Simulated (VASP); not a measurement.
A run of VASP 6.6.1:

File INCAR:

```
SYSTEM = Ag
PREC     = Accurate       ! precision mode
ENCUT    = 520            ! plane-wave cutoff, eV
EDIFF    = 1E-6           ! SCF threshold, eV
ISMEAR   = 0              ! smearing method
SIGMA    = 0.027000000000000003 ! smearing width, eV
LREAL    = .False.        ! projectors in reciprocal space
LASPH    = .True.         ! aspherical terms in the spheres
NELM     = 100            ! most SCF steps
ALGO     = Fast           ! electronic algorithm
ISIF     = 2              ! what is computed and relaxed
LWAVE    = .False.        ! write WAVECAR
LCHARG   = .False.        ! write CHGCAR
GGA      = PE             ! functional
NBANDS   = 12             ! bands
```

KPOINTS

```
regular mesh
0
Gamma
  11 11 11
  0 0 0
```

POSCAR

```
Ag
1.0
    0.0000000000      2.0427500000      2.0427500000
    2.0427500000      0.0000000000      2.0427500000
    2.0427500000      2.0427500000      0.0000000000
Ag
1
Direct
    0.0000000000      0.0000000000      0.0000000000
```

Potentials or basis: VASP PAW PBE potentials, release 64 (Ag).

The run is started by

```sh
$ cat potpaw_PBE.64/Ag/POTCAR > POTCAR
$ mpirun -np 1 vasp_std > vasp.out
```

Hardware: 1 thread of AMD EPYC 7R43 64-Core Processor (Zen 3), on a shared host.

Task: Estimate the wall time of this run.

Result: Run time: 20 s on 1 thread of AMD EPYC 7R43 64-Core Processor (Zen 3) (shared host), peak memory 0.11 GiB. Counts: scf iterations 12, k points 56.
